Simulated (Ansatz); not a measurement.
## Zone-centre phonons of AlP at 40 GPa: input and output

Level of theory: DFT LDA, scalar-relativistic, plane waves, PAW (Ansatz).

Launched with:
```bash
ansatz run input.yaml --threads 1 --pin off --max-ram 3072MiB --backend cpu --events-out ev --progress --plain --runs-dir out
```

Input (bare energies are in eV):
```yaml
crystal:
  lattice:
    - [0.0, 2.4892234986, 2.4892234986]
    - [2.4892234986, 0.0, 2.4892234986]
    - [2.4892234986, 2.4892234986, 0.0]
  atoms:
    - { symbol: Al, position: [0.0, 0.0, 0.0] }
    - { symbol: P, position: [0.75, 0.75, 0.75] }
basis:
  ecutwfc: 420
kpoints:
  mp_grid: { grid: [10, 10, 10] }
hamiltonian:
  xc: lda
scf:
  occupations: { method: fixed }
output:
  eigenvalues: true
phonons:
  method: dfpt
  dielectric: true
  rigid_motions: translations
  eigenvectors: true
```

The end of the output:
```
--- Phonons (Γ-DFPT): 2 representative perturbations + reference, on 171 of 1000 k-points (Σ response iterations 6) ---
  k mesh reduced under 4 symmetry operations, with k and −k counted as one. Each operation leaves every solved perturbation unchanged. A smaller set is not considered because the run solves the response ...
  ASR residual: 1.734e-4 → 0.000e0 eV/Å²; symmetrization residual: 2.793e-7 eV/Å²
  ASR residual per site (eV/Å²): 1.26e-4 1.73e-4
  Γ frequencies (cm⁻¹): 0.00 0.00 0.00 598.19 598.19 598.19
  ε∞ (high-frequency dielectric tensor):
        8.589149     0.000000     0.000000
        0.000000     8.589149     0.000000
        0.000000     0.000000     8.589149
  ε⁰ (static dielectric tensor: ions relaxed, cell fixed):
        9.917048     0.000000     0.000000
        0.000000     9.917048    -0.000000
        0.000000    -0.000000     9.917048
  ε⁰ − ε∞ (ionic part):
        1.327899    -0.000000    -0.000000
       -0.000000     1.327899    -0.000000
       -0.000000    -0.000000     1.327899
  softest optical mode at Γ: 598.19 cm⁻¹; the repairs (sum rule, projections) moved no ω² at Γ by more than (1.24 cm⁻¹)²
  Born effective charges Z* (e; rows j = field, columns β = displacement):
    site 0:
         2.07255   -0.00000    0.00000
         0.00000    2.07255    0.00000
        -0.00000    0.00000    2.07255
    site 1:
        -2.07255    0.00000   -0.00000
        -0.00000   -2.07255   -0.00000
         0.00000   -0.00000   -2.07255
  Z* charge neutrality: 2.333e-4 e pre-enforcement
  solved inside a basis spanned on kpoints, on 10×10×10 k-points, its susceptibility summed on 14×14×14: ε∞ is read to err by 2.4e-2, Z* by 6.9e-3 e (field_mesh: kpoints solves on kpoints); Z* is corrected for ...
  optical modes at Γ without the LO–TO term, one row a degenerate level:
      ω (cm⁻¹) modes IR ((D/Å)²/amu)
        598.19      3            20.6171
  optical modes at Γ + LO–TO along q̂ = [1.0000, 0.0000, 0.0000]:
      ω (cm⁻¹) modes IR ((D/Å)²/amu)
        598.19      2            13.7447
        642.77      1             6.8724
  optical modes at Γ + LO–TO along q̂ = [0.0000, 1.0000, 0.0000]:
      ω (cm⁻¹) modes IR ((D/Å)²/amu)
        598.19      2            13.7447
        642.77      1             6.8724
  optical modes at Γ + LO–TO along q̂ = [0.0000, 0.0000, 1.0000]:
      ω (cm⁻¹) modes IR ((D/Å)²/amu)
        598.19      2            13.7447
        642.77      1             6.8724
```

Time: 70 s on 1 thread of Intel(R) Xeon(R) Processor @ 2.50GHz (Skylake/Cascade Lake), with other jobs on the host, peak memory 0.47 GiB.

Other phases may be more stable at this pressure. The bands were filled as in an insulator; under compression the gap may have closed between mesh points.